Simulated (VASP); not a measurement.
Input of a VASP 6.6.1 run:

INCAR

```
SYSTEM = TiTe2
PREC = Accurate
ENCUT = 600
EDIFF = 1E-6
ISMEAR = 1
SIGMA = 0.1
LREAL = .False.
LASPH = .True.
NELM = 80
ALGO = Normal
ISIF = 3
LWAVE = .False.
LCHARG = .False.
GGA = PS
IBRION = 2
NSW = 90
EDIFFG = -0.01
```

The input KPOINTS:

```
Automatic mesh
0
Gamma
  12 12 6
  0 0 0
```

Contents of POSCAR:

```
TiTe2
1.0
    3.7770000000      0.0000000000      0.0000000000
   -1.8885000000      3.2709779501      0.0000000000
    0.0000000000      0.0000000000      6.4980000000
Ti Te
1 2
Direct
    0.0000000000      0.0000000000      0.0000000000
    0.6666666667      0.3333333333      0.2628000000
    0.3333333333      0.6666666667      0.7372000000
```

Potentials or basis: VASP PAW PBE potentials, release 64 (Ti_sv, Te).

The run is started by

```sh
$ cat potpaw_PBE.64/Ti_sv/POTCAR potpaw_PBE.64/Te/POTCAR > POTCAR
$ mpirun -np 1 vasp_std > vasp.out
```

Q: Estimate the band gap on the k mesh.

A: None (metal or under the smearing width).

Q: Predict the space group after relaxing (to 0.05 Å).

A: P-3m1 (No. 164).

Q: Estimate the relaxed volume.

A: 25.43 Å³/atom.

Q: Estimate the relaxed cell.

A: a = 3.698 Å, b = 3.698 Å, c = 6.441 Å, α = 90.00°, β = 90.00°, γ = 120.00°.

Final structure:
```xyz
3
Lattice="3.6984 0.0000 0.0000 -1.8492 3.2029 0.0000 0.0000 0.0000 6.4405" Properties=species:S:1:pos:R:3 pbc="T T T"
Ti   -1.8492    3.2029    0.0000
Te    1.8492    1.0676    1.7225
Te    0.0000    2.1353    4.7180
```

Caveat: the PAW data sets were made with another functional, which shifts forces and pressure a little; this functional lacks dispersion, which binds the layers, so the pressure and a relaxed spacing across them are unreliable. The run has no spin-orbit coupling, so splittings on Te are missing.
